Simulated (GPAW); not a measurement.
Runs of GPAW 26.7.0 on Sn. The structure is cubic, space group Fd-3m (No. 227). Conventional cell: a = 6.467 Å, b = 6.467 Å, c = 6.467 Å, α = 90.00°, β = 90.00°, γ = 90.00°. Sn (site symmetry -43m) is surrounded by 4 Sn at 2.80 Å. This isn't the form of Sn at room conditions, which is tetragonal (white tin).

```tsv
task	level	potentials or basis	spin	cell	k mesh	smearing	band path	band points	optimizer	fmax	max steps	gap on the mesh (eV)	pressure (GPa)
band structure	LDA	the program's PAW data sets (release 1.2.1) made for this functional, pw	off	as given	7 × 7 × 7	fermi-dirac 0.05 eV	GXWKGLUWLK,UX	60	-	-	-	-	-0.2
relaxation of cell and atoms	PBEsol+D3(BJ)	PAW data sets generated in the run's folder for this functional, pw	off	relaxed	7 × 7 × 7	fermi-dirac 0.05 eV	-	-	BFGS	0.02 eV/Å	100	none	0.0
band structure	PBEsol	PAW data sets generated in the run's folder for this functional, pw	SOC, no magnetisation	as given	5 × 5 × 5	fermi-dirac 0.05 eV	GXWKGLUWLK,UX	60	-	-	-	-	1.5
electron localisation function	LDA	the program's PAW data sets (release 1.2.1) made for this functional, pw	off	as given	7 × 7 × 7	methfessel-paxton 0.1 eV	-	-	-	-	-	none	-0.2
single point	RPBE	the program's PAW data sets (release 1.2.1) made for this functional, pw	off	as given	7 × 7 × 7	gaussian 0.1 eV	-	-	-	-	-	none	4.9
band structure	RPBE	the program's PAW data sets (release 1.2.1) made for this functional, pw	off	as given	7 × 7 × 7	fermi-dirac 0.05 eV	GXWKGLUWLK,UX	80	-	-	-	-	(a)
band structure	PBEsol	PAW data sets generated in the run's folder for this functional, pw	off	as given	7 × 7 × 7	fermi-dirac 0.05 eV	GXWKGLUWLK,UX	80	-	-	-	-	1.3
relaxation of cell and atoms	revPBE+D3(BJ)	the program's PAW data sets (release 1.2.1) made for this functional, pw	off	relaxed to -1 GPa	7 × 7 × 7	fermi-dirac 0.05 eV	-	-	BFGS	0.02 eV/Å	100	none	-1.0
```

Alike in all rows: cutoff (eV) 600.

Question: Estimate the missing entries.

Answer: (a) 5.0.

Caveats: spin-orbit coupling is left out, which moves the levels of the heavy elements (some runs); later steps reuse the first step's grids (some runs); pairwise dispersion overbinds metals, which lowers pressure and volume (some runs); spin-orbit coupling was added after a scalar SCF, so levels and gaps hold it while energy, forces, pressure and moments don't (some runs); this program's spin-orbit splittings come out too wide for heavy elements (some runs); this smearing can pin the Fermi level at a band edge (some runs).

A k mesh can miss the band edges, and rows without SOC leave out spin-orbit coupling on Sn.

A gap of «none» marks a metal or a gap under the smearing width.

Runs at the PBE level aren't shown here.
